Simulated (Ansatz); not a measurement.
LiF (Griceite):

```
F Li
1.0
     0.00000    2.01400    2.01400
     2.01400    0.00000    2.01400
     2.01400    2.01400    0.00000
F Li
1 1
Direct
  0.50000 0.50000 0.50000
  0.00000 0.00000 0.00000
```

Base run:

- Program: Ansatz 0.2.0
- Functional: PBE
- Potentials or basis: all-electron PAW datasets made for the crystal
- Cutoff: 380 eV
- Density cutoff: 1900 eV
- k mesh: 8 × 8 × 8
- Occupations: fermi-dirac, width 0.05 eV
- Spin: no spin polarisation

Its results: band gap on the k mesh 9.07 eV, direct.

**Question.** After a change of settings the same cell gave: band gap on the k mesh 12.13 eV, direct. Which change was it?
A. functional from PBE to PBEsol; k mesh from 8 × 8 × 8 to 11 × 11 × 11
B. functional from PBE to HSE06; cutoff from 380 eV to 430 eV; density cutoff from 1900 eV to 1720 eV
C. functional from PBE to PBE0; cutoff from 380 eV to 430 eV; density cutoff from 1900 eV to 1720 eV

**Answer.** C.

PBE0 gives the wider gap, since exact exchange removes part of the self-interaction.

Not every run made on this cell is shown here.
